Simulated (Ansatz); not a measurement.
We consider chalcopyrite CuInS₂, described by LDA in Ansatz (plane waves, PAW).

Run with plane-wave cutoff 520 eV, 10×10×10 k mesh, Fermi–Dirac smearing 0.01 eV, no spin polarisation, scalar-relativistic PAW data made under PBE.

Energies at three volumes about the minimum:

```json
[
 {"V (Å³/atom)": "19.709", "E − E_lowest (meV/atom)": "2.18"},
 {"V (Å³/atom)": "20.112", "E − E_lowest (meV/atom)": "0.00"},
 {"V (Å³/atom)": "20.514", "E − E_lowest (meV/atom)": "2.03"}
]
```

Task: Fit a parabola by hand: where is the minimum, and what is the bulk modulus?

Result: Slopes: (0.00 − 2.18)/(20.112 − 19.709) = -5.409 and (2.03 − 0.00)/(20.514 − 20.112) = 5.050 meV/Å³. Curvature E″ = 2 × (5.050 − (-5.409))/(20.514 − 19.709) = 25.985 meV/Å⁶. From the middle of the first interval, the slope vanishes at V0 = 19.9105 − (-5.409)/25.985 = 20.119 Å³/atom. B = V0 E″ = 20.119 × 25.985 meV/Å³ × 0.1602 GPa per meV/Å³ = 83.8 GPa. The full Birch–Murnaghan fit to all volumes gives V0 = 20.111 Å³/atom and B0 = 83.8 GPa.

Shape and atoms are relaxed at each volume.

Ansatz is a first-principles code.
